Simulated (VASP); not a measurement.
Wanted: the native input for a VASP 6.6.1 run.

```
Task                      : vibrations by finite differences
Functional                : r2SCAN
Potentials or basis       : VASP PAW PBE potentials, release 64 (Ta_pv)
Cutoff                    : 520 eV
k mesh                    : 18 × 18 × 18
Occupations               : gaussian, width 0.1 eV
Spin                      : no spin polarisation
Ions in elastic constants : relaxed
Further INCAR settings    : ALGO = Normal; EDIFF = 1e-08; IBRION = 6; POTIM = 0.015; NSW = 1; ISIF = 3
```

The structure of Ta lies in POSCAR:

```
Ta                                      
1.0
   -1.6539774490      1.6539774490      1.6539774490
    1.6539774490     -1.6539774490      1.6539774490
    1.6539774490      1.6539774490     -1.6539774490
  Ta            
     1
Direct
     0.0000000000000000    0.0000000000000000    0.0000000000000000
```

These files were run (other wordings do the same):

INCAR

```
PREC = Accurate
ENCUT = 520
EDIFF = 1E-8
ISMEAR = 0
SIGMA = 0.1
LREAL = False
LASPH = True
NELM = 80
ALGO = Normal
ISIF = 3
LWAVE = False
LCHARG = False
METAGGA = R2SCAN
LMIXTAU = True
IBRION = 6
NFREE = 2
POTIM = 0.015
NSW = 1
```

KPOINTS

```
Automatic mesh
0
Gamma
  18 18 18
```

Potentials or basis: VASP PAW PBE potentials, release 64 (Ta_pv).

The run is started by

```bash
$ cat potpaw_PBE.64/Ta_pv/POTCAR > POTCAR
$ mpirun -np 1 vasp_std > vasp.out
```

Results of the run:

The elastic constants C11, C12, C44 are 276, 166, 76 GPa and the voigt bulk modulus is 203 GPa.

Caveat: the PAW data sets were made with another functional, which shifts forces and pressure a little.

It took 57 min on 1 thread of Intel(R) Xeon(R) Platinum 8488C (Sapphire Rapids), on a shared host, peak memory 0.64 GiB.
